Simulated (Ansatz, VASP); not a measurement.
One calculation of ZrC, two programs

```
CELL_PARAMETERS angstrom
0.00000 2.35021 2.35021
2.35021 0.00000 2.35021
2.35021 2.35021 0.00000
ATOMIC_POSITIONS crystal
Zr 0.50000 0.50000 0.50000
C 0.97607 0.97607 0.02393
```

Change from the starting cell: all C atoms moved +0.113 Å, as atom 2 towards its neighbour atom 1 (Zr) at 2.350 Å.

Alike in both runs: task single point; functional PBEsol; k mesh 18 × 18 × 18; occupations gaussian, width 0.15 eV; no spin polarisation.

|  | VASP | Ansatz |
| --- | --- | --- |
| version | VASP 6.6.1 | Ansatz 0.2.0 |
| potentials or method | VASP PAW PBE potentials, release 64 (Zr_sv, C) | scalar-relativistic, plane waves, PAW |
| plane-wave cutoff (eV) | 520 | 420 |
| valence electrons in the cell | 16 | 16 |

|  | VASP | Ansatz | Ansatz less VASP |
| --- | --- | --- | --- |
| gap on the k mesh at the Fermi level (eV) | none | none | - |
| pressure (GPa) | -3.2 | -3.6 | -0.36 |
| largest component of the traceless stress (GPa) | 2.24 | 2.23 | -0.011 |
| rms of the force components (eV/Å) | 0.450 | 0.446 | -0.0036 |

Atom by atom the forces differ by 0.004 eV/Å (rms over components). A gap of «none» marks a metal or a gap that the smearing closes. The functional is the same, so the differences come from potentials, cutoffs and numerics.

Caveats: the PAW data sets were made with another functional, which shifts forces and pressure a little (VASP).
